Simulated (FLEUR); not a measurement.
Input of a FLEUR MaX-R8.1 (later development tree) run:

Contents of inp.xml:

```xml
<?xml version="1.0" encoding="UTF-8" standalone="no"?>
<fleurInput fleurInputVersion="0.39">
   <comment>
      ZrS2                                                                                                
   </comment>
   <calculationSetup>
      <cutoffs Kmax="5.08" Gmax="15.7" GmaxXC="15.7" numbands="0"/>
      <scfLoop itmax="60" minDistance="0.00001" maxIterBroyd="15" imix="Anderson" alpha="0.05" precondParam="0.0" spinf="2.0" sdNocoIR="T"/>
      <coreElectrons ctail="T" frcor="F" kcrel="0" coretail_lmax="0"/>
      <xcFunctional name="PBEs" relativisticCorrections="F"/>
      <magnetism jspins="1"/>
      <soc l_soc="F" theta="0.0" phi="0.0" spav="F"/>
      <expertModes spex="0" secvar="F"/>
      <geometryOptimization l_f="F" forcealpha="1.0" forcemix="BFGS" epsdisp="0.00001" epsforce="0.00001"/>
      <ldaU l_linMix="F" mixParam="0.05" spinf="1.0"/>
   </calculationSetup>
   <cell>
      <bzIntegration valenceElectrons="24.0" mode="hist" fermiSmearingEnergy="0.00183747">
         <kPointListSelection listName="default-1"/>
         <!-- k-points included here -->
         <xi:include xmlns:xi="http://www.w3.org/2001/XInclude" href="kpts.xml"> </xi:include>
      </bzIntegration>
      <!-- symmetry operations included here -->
      <xi:include xmlns:xi="http://www.w3.org/2001/XInclude" href="sym.xml"> </xi:include>
      <bulkLattice scale="1.0">
         <bravaisMatrix>
            <row-1>    6.9757020402496206     0.0000000000000000     0.0000000000000000</row-1>
            <row-2>   -3.4878510201248103     6.0411351760618333     0.0000000000000000</row-2>
            <row-3>    0.0000000000000000     0.0000000000000000    11.4159810465174552</row-3>
         </bravaisMatrix>
      </bulkLattice>
   </cell>
   <atomSpecies>
      <species name="Zirconium (Zr)" element="Zr" atomicNumber="40">
         <mtSphere radius="2.57" gridPoints="849" logIncrement="0.015"/>
         <atomicCutoffs lmax="10" lnonsphr="10"/>
         <electronConfig flipSpins="F">
            <coreConfig>(1s1/2) (2s1/2) (2p1/2) (2p3/2) (3s1/2) (3p1/2) (3p3/2) (3d3/2) (3d5/2)</coreConfig>
            <valenceConfig>(4s1/2) (4p1/2) (4p3/2) (5s1/2) (4d3/2) (4d5/2)</valenceConfig>
            <stateOccupation state="(4d3/2)" spinUp="0.400000" spinDown="0.400000"/>
            <stateOccupation state="(4d5/2)" spinUp="0.600000" spinDown="0.600000"/>
         </electronConfig>
         <energyParameters s="5" p="5" d="4" f="4"/>
         <lo type="SCLO" l="0" n="4" eDeriv="0"/>
         <lo type="SCLO" l="1" n="4" eDeriv="0"/>
         <lo type="SCLO" l="1" n="4" eDeriv="1"/>
         <lo type="SCLO" l="2" n="4" eDeriv="2"/>
         <lo type="SCLO" l="3" n="4" eDeriv="2"/>
      </species>
      <species name="Sulfur (S)" element="S" atomicNumber="16">
         <mtSphere radius="1.93" gridPoints="639" logIncrement="0.018"/>
         <atomicCutoffs lmax="8" lnonsphr="8"/>
         <electronConfig flipSpins="F">
            <coreConfig>(1s1/2) (2s1/2) (2p1/2) (2p3/2)</coreConfig>
            <valenceConfig>(3s1/2) (3p1/2) (3p3/2)</valenceConfig>
            <stateOccupation state="(3p1/2)" spinUp="0.666667" spinDown="0.666667"/>
            <stateOccupation state="(3p3/2)" spinUp="1.333333" spinDown="1.333333"/>
         </electronConfig>
         <energyParameters s="3" p="3" d="3" f="4"/>
         <lo type="SCLO" l="0" n="3" eDeriv="2"/>
         <lo type="SCLO" l="1" n="3" eDeriv="2"/>
         <lo type="SCLO" l="2" n="3" eDeriv="2"/>
         <lo type="SCLO" l="3" n="4" eDeriv="2"/>
      </species>
   </atomSpecies>
   <atomGroups>
      <atomGroup species="Zirconium (Zr)">
         <relPos label="                   1">.0000000000 .0000000000 .0000000000</relPos>
         <force calculate="T" relaxXYZ="TTT"/>
      </atomGroup>
      <atomGroup species="Sulfur (S)">
         <relPos label="                   2">1.000/3.000 -1.000/3.000 .2379099700</relPos>
         <relPos label="                   3">-1.000/3.000 1.000/3.000 -.2379099700</relPos>
         <force calculate="T" relaxXYZ="TTT"/>
      </atomGroup>
   </atomGroups>
   <output dos="F" band="F" slice="F">
      <checks vchk="F" cdinf="F"/>
      <bandDOS minEnergy="-.5*Htr" maxEnergy="0.5*Htr" sigma="0.015" storeEVData="T"/>
      <vacuumDOS vacdos="F" integ="F" star="F" nstars="0" locx1="0.0" locy1="0.0" locx2="0.0" locy2="0.0" nstm="0" tworkf="0.0"/>
      <unfoldingBand unfoldBand="F" supercellX="1" supercellY="1" supercellZ="1"/>
      <plotting iplot="0" polar="F">
         <plot TwoD="T" vec1="  1.0  0.0  0.0" vec2="  0.0  1.0  0.0" vec3="  0.0  0.0  1.0" zero="  0.0  0.0  0.0" file="plot"/>
      </plotting>
      <chargeDensitySlicing numkpt="0" minEigenval="0.0" maxEigenval="0.0" nnne="0" pallst="F"/>
      <specialOutput eonly="F"/>
      <moessbauerParams electricFieldGradient="T" isomerShift="T" coreHyperfine="T" valenceHyperfine="T"/>
      <magneticCircularDichroism mcd="F" energyLo="-10.0" energyUp="0.0"/>
   </output>
  <!-- We include the file relax.xml here to enable relaxations (see documentation) -->
  <xi:include xmlns:xi="http://www.w3.org/2001/XInclude" href="relax.xml"> <xi:fallback/> </xi:include>
</fleurInput>
```

crystal.txt

```
ZrS2
&input cartesian=F /
3.6913825498  0.0000000000  0.0000000000
-1.8456912749  3.1968310632  0.0000000000
0.0000000000  0.0000000000  6.0410770100
1.8897261246
1.0 1.0 1.0

3
40 0.0000000000  0.0000000000  0.0000000000
16 0.3333333333  0.6666666667  0.2379099700
16 0.6666666667  0.3333333333  0.7620900300

&kpt div1=8 div2=8 div3=5 gamma=T /
```

inp.xml (bands)

```
<?xml version="1.0" encoding="UTF-8" standalone="no"?>
<fleurInput fleurInputVersion="0.39">
   <comment>
      ZrS2                                                                                                
   </comment>
   <calculationSetup>
      <cutoffs Kmax="5.08" Gmax="15.7" GmaxXC="15.7" numbands="0"/>
      <scfLoop itmax="60" minDistance="0.00001" maxIterBroyd="15" imix="Anderson" alpha="0.05" precondParam="0.0" spinf="2.0" sdNocoIR="T"/>
      <coreElectrons ctail="T" frcor="F" kcrel="0" coretail_lmax="0"/>
      <xcFunctional name="PBEs" relativisticCorrections="F"/>
      <magnetism jspins="1"/>
      <soc l_soc="F" theta="0.0" phi="0.0" spav="F"/>
      <expertModes spex="0" secvar="F"/>
      <geometryOptimization l_f="F" forcealpha="1.0" forcemix="BFGS" epsdisp="0.00001" epsforce="0.00001"/>
      <ldaU l_linMix="F" mixParam="0.05" spinf="1.0"/>
   </calculationSetup>
   <cell>
      <bzIntegration valenceElectrons="24.0" mode="hist" fermiSmearingEnergy="0.00183747">
         <kPointListSelection listName="path-1"/>
         <!-- k-points included here -->
         <xi:include xmlns:xi="http://www.w3.org/2001/XInclude" href="kpts.xml"> </xi:include>
      </bzIntegration>
      <!-- symmetry operations included here -->
      <xi:include xmlns:xi="http://www.w3.org/2001/XInclude" href="sym.xml"> </xi:include>
      <bulkLattice scale="1.0">
         <bravaisMatrix>
            <row-1>    6.9757020402496206     0.0000000000000000     0.0000000000000000</row-1>
            <row-2>   -3.4878510201248103     6.0411351760618333     0.0000000000000000</row-2>
            <row-3>    0.0000000000000000     0.0000000000000000    11.4159810465174552</row-3>
         </bravaisMatrix>
      </bulkLattice>
   </cell>
   <atomSpecies>
      <species name="Zirconium (Zr)" element="Zr" atomicNumber="40">
         <mtSphere radius="2.57" gridPoints="849" logIncrement="0.015"/>
         <atomicCutoffs lmax="10" lnonsphr="10"/>
         <electronConfig flipSpins="F">
            <coreConfig>(1s1/2) (2s1/2) (2p1/2) (2p3/2) (3s1/2) (3p1/2) (3p3/2) (3d3/2) (3d5/2)</coreConfig>
            <valenceConfig>(4s1/2) (4p1/2) (4p3/2) (5s1/2) (4d3/2) (4d5/2)</valenceConfig>
            <stateOccupation state="(4d3/2)" spinUp="0.400000" spinDown="0.400000"/>
            <stateOccupation state="(4d5/2)" spinUp="0.600000" spinDown="0.600000"/>
         </electronConfig>
         <energyParameters s="5" p="5" d="4" f="4"/>
         <lo type="SCLO" l="0" n="4" eDeriv="0"/>
         <lo type="SCLO" l="1" n="4" eDeriv="0"/>
         <lo type="SCLO" l="1" n="4" eDeriv="1"/>
         <lo type="SCLO" l="2" n="4" eDeriv="2"/>
         <lo type="SCLO" l="3" n="4" eDeriv="2"/>
      </species>
      <species name="Sulfur (S)" element="S" atomicNumber="16">
         <mtSphere radius="1.93" gridPoints="639" logIncrement="0.018"/>
         <atomicCutoffs lmax="8" lnonsphr="8"/>
         <electronConfig flipSpins="F">
            <coreConfig>(1s1/2) (2s1/2) (2p1/2) (2p3/2)</coreConfig>
            <valenceConfig>(3s1/2) (3p1/2) (3p3/2)</valenceConfig>
            <stateOccupation state="(3p1/2)" spinUp="0.666667" spinDown="0.666667"/>
            <stateOccupation state="(3p3/2)" spinUp="1.333333" spinDown="1.333333"/>
         </electronConfig>
         <energyParameters s="3" p="3" d="3" f="4"/>
         <lo type="SCLO" l="0" n="3" eDeriv="2"/>
         <lo type="SCLO" l="1" n="3" eDeriv="2"/>
         <lo type="SCLO" l="2" n="3" eDeriv="2"/>
         <lo type="SCLO" l="3" n="4" eDeriv="2"/>
      </species>
   </atomSpecies>
   <atomGroups>
      <atomGroup species="Zirconium (Zr)">
         <relPos label="                   1">.0000000000 .0000000000 .0000000000</relPos>
         <force calculate="T" relaxXYZ="TTT"/>
      </atomGroup>
      <atomGroup species="Sulfur (S)">
         <relPos label="                   2">1.000/3.000 -1.000/3.000 .2379099700</relPos>
         <relPos label="                   3">-1.000/3.000 1.000/3.000 -.2379099700</relPos>
         <force calculate="T" relaxXYZ="TTT"/>
      </atomGroup>
   </atomGroups>
   <output dos="F" band="T" slice="F">
      <checks vchk="F" cdinf="F"/>
      <bandDOS minEnergy="-.5*Htr" maxEnergy="0.5*Htr" sigma="0.015" storeEVData="T"/>
      <vacuumDOS vacdos="F" integ="F" star="F" nstars="0" locx1="0.0" locy1="0.0" locx2="0.0" locy2="0.0" nstm="0" tworkf="0.0"/>
      <unfoldingBand unfoldBand="F" supercellX="1" supercellY="1" supercellZ="1"/>
      <plotting iplot="0" polar="F">
         <plot TwoD="T" vec1="  1.0  0.0  0.0" vec2="  0.0  1.0  0.0" vec3="  0.0  0.0  1.0" zero="  0.0  0.0  0.0" file="plot"/>
      </plotting>
      <chargeDensitySlicing numkpt="0" minEigenval="0.0" maxEigenval="0.0" nnne="0" pallst="F"/>
      <specialOutput eonly="F"/>
      <moessbauerParams electricFieldGradient="T" isomerShift="T" coreHyperfine="T" valenceHyperfine="T"/>
      <magneticCircularDichroism mcd="F" energyLo="-10.0" energyUp="0.0"/>
   </output>
  <!-- We include the file relax.xml here to enable relaxations (see documentation) -->
  <xi:include xmlns:xi="http://www.w3.org/2001/XInclude" href="relax.xml"> <xi:fallback/> </xi:include>
</fleurInput>
```

Potentials or basis: all-electron, FLAPW.

Run with:

```sh
$ inpgen -f crystal.txt -profile fastHighL
$ # inp.xml edited to the form shown
$ mpirun -n 4 fleur_MPI -pe_per_kpt 1
$ mpirun -n 4 fleur_MPI -pe_per_kpt 1   # second run, on inp.xml (bands)
```

Question: Predict the band gap along the path.

Answer: 0.96 eV, indirect (least direct gap 1.58 eV).

Question: What does it give for the band gap on the k mesh?

Answer: 0.98 eV, indirect (least direct gap 1.58 eV).

Core levels (eV from the Fermi level):
```csv
atom,levels
1 Zr,"1s1/2 -17800.0, 2s1/2 -2461.4, 2p1/2 -2253.1, 2p3/2 -2167.3, 3s1/2 -398.5, 3p1/2 -321.0, 3p3/2 -307.3, 3d3/2 -170.6, 3d5/2 -168.1"
2 S,"1s1/2 -2394.1, 2s1/2 -204.0, 2p1/2 -149.9, 2p3/2 -148.6"
3 S,"1s1/2 -2394.1, 2s1/2 -204.0, 2p1/2 -149.9, 2p3/2 -148.6"
```

**Measured values to compare with.**

“Stress-Tuned Optical Transitions in Layered 1T-MX2 (M= Hf, Zr, Sn; X= S, Se) Crystals”, 2022, arxiv:2210.12074 quotes, for a bulk crystal of ZrS2: band gap 1.68 eV (indirect).

A measured gap of ZrS2 is 1.68 eV (indirect; quoted in “Stress-Tuned Optical Transitions in Layered 1T-MX2 (M= Hf, Zr, Sn; X= S, Se) Crystals”, 2022, arxiv:2210.12074); the calculated 0.96 eV misses it by -0.72 eV. Spin-orbit coupling on Zr is left out. The value is that of PBEsol, without temperature or zero-point motion. Semilocal functionals fall short of measured gaps as a rule. The cell is a database's relaxed one, not the measured one, which moves gaps too.
